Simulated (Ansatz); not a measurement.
**HfO$_{2}$: do energies and stresses tell the same story?**

Method: DFT PBEsol, scalar-relativistic, plane waves, PAW (Ansatz 0.2.0).

Cutoff 420 eV; k points 8×8×8 on the computed 3-atom cell (Γ-centred); Gaussian smearing, width 0.02 eV; no spin polarisation.

Relaxed cell: Fm-3m, a = 5.044 Å, b = 5.044 Å, c = 5.044 Å, α = 90.00°, β = 90.00°, γ = 90.00°, 3 atoms in the primitive cell. This fluorite-type form isn't the usual stable structure of the compound.

Energies at zero smearing and pressures from the stress tensor, at volumes with shape and atoms relaxed:
| V (Å³/atom) | E − E(first) (meV/atom) | P (GPa) |
| --- | --- | --- |
| 9.410 | 0.00 | 44.20 |
| 9.731 | -74.32 | 30.38 |
| 10.052 | -123.04 | 18.62 |
| 10.373 | -150.03 | 8.56 |
| 10.693 | -158.31 | -0.02 |
| 11.014 | -150.81 | -7.36 |
| 11.335 | -129.63 | -13.64 |
| 11.763 | -83.59 | -20.63 |

Check P = −dE/dV between neighbouring volumes, and get the bulk modulus from the pressures alone.

With 1 eV/Å³ = 160.2 GPa:
| middle V (Å³/atom) | −ΔE/ΔV (GPa) | mean P (GPa) |
| --- | --- | --- |
| 9.571 | 37.115 | 37.291 |
| 9.891 | 24.331 | 24.500 |
| 10.212 | 13.484 | 13.590 |
| 10.533 | 4.132 | 4.271 |
| 10.854 | -3.747 | -3.691 |
| 11.175 | -10.576 | -10.499 |
| 11.549 | -17.246 | -17.135 |

The two differ by 0.18 GPa at most. The mean of two end pressures misses the average over a step by about ΔV² P″/12, up to 0.18 GPa here; with that taken off 0.04 GPa remains, from the finite cutoff, the mesh or the relaxation's tolerance. Around V = 10.693 Å³/atom, the two neighbours give B = −V ΔP/ΔV = 10.693 × 15.93 / 0.642 = 265.4 GPa, against B0 = 264.2 GPa from the Birch–Murnaghan fit of the energies.

Spin–orbit coupling is left out, which can shift energies with elements as heavy as these.